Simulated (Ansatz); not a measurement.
ZrS: relaxation of cell and atoms with PBEsol

Crystal: ZrS.

```
CELL_PARAMETERS angstrom
0.00000 2.62500 2.62500
2.62500 0.00000 2.62500
2.62500 2.62500 0.00000
ATOMIC_POSITIONS crystal
Zr 0.00000 0.00000 0.00000
S 0.50000 0.50000 0.50000
```

```
Program             : Ansatz 0.2.0
Task                : relaxation of cell and atoms
Functional          : PBEsol
Potentials or basis : all-electron LAPW, scalar-relativistic
Basis error allowed : 0.001 eV/atom
k mesh              : 9 × 9 × 9
Occupations         : fermi-dirac, width 0.05 eV
Spin                : no spin polarisation
Target pressure     : 10 GPa
```

```yaml
Relaxed_volume: 16.24 Å³/atom
Relaxed_cell: a = 3.581 Å, b = 3.581 Å, c = 3.581 Å, α = 60.00°, β = 60.00°, γ = 60.00°
Space_group_after_relaxing_to_0.05_Å: Fm-3m (No. 225)
Energy_change_on_relaxing_the_enthalpy_is_what_falls: +11.3 meV/atom
Ionic_steps: 6
Pressure_after_relaxing: 10.0 GPa
```

Step by step:
| step | energy change (eV) | largest force (eV/Å) | volume (Å³) |
| --- | --- | --- | --- |
| 1 | 0.0000 | 0.0000 | 36.18 |
| 2 | 0.1423 | 0.0000 | 31.14 |
| 3 | 0.0084 | 0.0000 | 32.73 |
| 4 | 0.0216 | 0.0000 | 32.50 |
| 5 | 0.0226 | 0.0000 | 32.48 |
| 6 | 0.0226 | 0.0000 | 32.48 |

Final structure:
```xyz
2
Lattice="0.0000 2.5325 2.5325 2.5325 0.0000 2.5325 2.5325 2.5325 0.0000" Properties=species:S:1:pos:R:3 pbc="T T T"
Zr    0.0000    0.0000    0.0000
S     2.5325    2.5325    2.5325
```

It took 7.5 s on 1 thread of AMD EPYC 9R45 96-Core Processor (Zen 5), with other jobs on the host, peak memory 0.35 GiB.
